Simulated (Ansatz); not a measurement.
Runs of Ansatz 0.2.0 on BP. It takes space group F-43m (No. 216, cubic). Conventional cell: a = 4.538 Å, b = 4.538 Å, c = 4.538 Å, α = 90.00°, β = 90.00°, γ = 90.00°. P (site symmetry -43m) has 4 B at 1.97 Å as nearest neighbours. B (site symmetry -43m) has 4 P at 1.97 Å as nearest neighbours. 

```tsv
task	level	potentials or basis	cell	k mesh	cutoff (eV)	smearing	points for each segment of the path	atoms under strain	mesh quality	gap on the mesh (eV)	pressure (GPa)	V0 of scaled cells (Å³/atom)	B0 (GPa)
band structure	HSE03	Ansatz PAW	as given	6 × 6 × 6	420	fermi-dirac 0.05 eV	4	-	not flagged	1.88	-1.2	-	-
equation of state	PBE	JTH PAW	as given	10 × 10 × 10	840	fermi-dirac 0.05 eV	-	-	not flagged	-	-	(c)	162
single point	PBE	Ansatz PAW	as given	10 × 10 × 10	300	fermi-dirac 0.05 eV	-	-	not flagged	1.24	1.1	-	-
relaxation of cell and atoms	m-r2SCAN	Ansatz PAW	relaxed	10 × 10 × 10	500	fermi-dirac 0.05 eV	-	-	not flagged	1.41	0.0	-	-
band structure	revPBE	Ansatz PAW	as given	10 × 10 × 10	420	fermi-dirac 0.05 eV	14	-	not flagged	1.26	(b)	-	-
band structure	PBE	SPMS NC	as given	10 × 10 × 10	789	fermi-dirac 0.05 eV	14	-	not flagged	1.25	0.9	-	-
equation of state	HSE03	Ansatz PAW	as given	5 × 5 × 5	420	fermi-dirac 0.05 eV	-	-	coarse	-	-	11.62	173
band structure	PBE	Ansatz PAW	as given	10 × 10 × 10	420	fermi-dirac 0.05 eV	14	-	not flagged	1.24	1.1	-	-
Born charges and dielectric tensor	PBE	Ansatz PAW	as given	10 × 10 × 10	420	fixed	-	-	not flagged	1.24	-	-	-
elastic constants	PBEsol	Ansatz PAW	as given	8 × 8 × 8	420	fixed	-	clamped	not flagged	(a)	-1.9	-	-
equation of state	BPBE	Ansatz PAW	as given	10 × 10 × 10	420	fermi-dirac 0.05 eV	-	-	not flagged	-	-	11.79	161
```

Alike in all rows: no spin polarisation.

Problem. Estimate the missing entries.

Solution. (a) 1.17; (b) 3.3; (c) 11.76.

Caveats: some runs use coarse meshes; the PAW data sets come from PBE, with cores solved anew for the run's functional, which leaves a small shift of forces and pressure (some runs); the k mesh misses the band edges, so the gap on the mesh is wider than the one along the path (some runs); the thresholds are loose for stress (some runs); the pressure holds a Pulay correction of +3.2 GPa for the finite cutoff (some runs); the cutoff lies under the one recommended for these potentials (some runs); the plane-wave basis is chosen anew once the cell has moved, so the energies of steps on either side of that aren't comparable (some runs); the PAW data sets were made with another functional, which shifts forces and pressure a little (some runs).
